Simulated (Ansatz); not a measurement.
We consider skutterudite CoSb3, described by RPBE (Ansatz, a program for electronic structure, PAW).

Settings: plane-wave cutoff 520 eV, 6×6×6 k mesh, Fermi–Dirac smearing 0.01 eV, no spin polarisation, scalar-relativistic PAW data made under PBE.

Shape and atoms are relaxed at each volume.

Pressure at four volumes; x = ln(V/24.233 Å³). One pressure is withheld.

```tsv
V (Å³/atom)	x	P (GPa)
23.264	-0.0408	?
23.749	-0.0202	1.67
24.233	0.0000	0.01
25.203	0.0392	-2.77
```

**Question.** Pass a parabola P(x) through the three rows shown, estimate the bulk modulus and its pressure derivative near zero pressure, and predict the withheld pressure.

**Answer.** Slopes between the rows: (0.01 − (1.67))/(0.0000 − (-0.0202)) = -82.18 and (-2.77 − (0.01))/(0.0392 − (0.0000)) = -70.92 GPa. Their difference over the span 0.0594 is c = 11.26/0.0594 = 189.6 GPa, so P(x) = 1.67 + (-82.18)(x − (-0.0202)) + 189.6 (x − (-0.0202))(x − (0.0000)). At the middle row B = −dP/dx = −[-82.18 + 189.6 × 0.0202] = 78.4 GPa, and B′ = dB/dP = 2c/B = 4.8. At x = -0.0408 the parabola gives 3.52 GPa; the run gives 3.53 GPa. The Birch–Murnaghan fit to the energies at all volumes has B0 = 78.1 GPa and B′ = 4.9.

Measured, for comparison: bulk modulus 95 ± 5 GPa (room temperature, not corrected to a static lattice, our sources range from 85.0 to 95.0; as tabulated in Alexeev et al. (2016), arXiv:1601.07731). Computed (rounded) less measured: bulk modulus -18 % (-8 % to -18 % over the range).

Note: the bulk modulus comes from volumes at which shape and atoms were relaxed.

Spin–orbit coupling is not included.
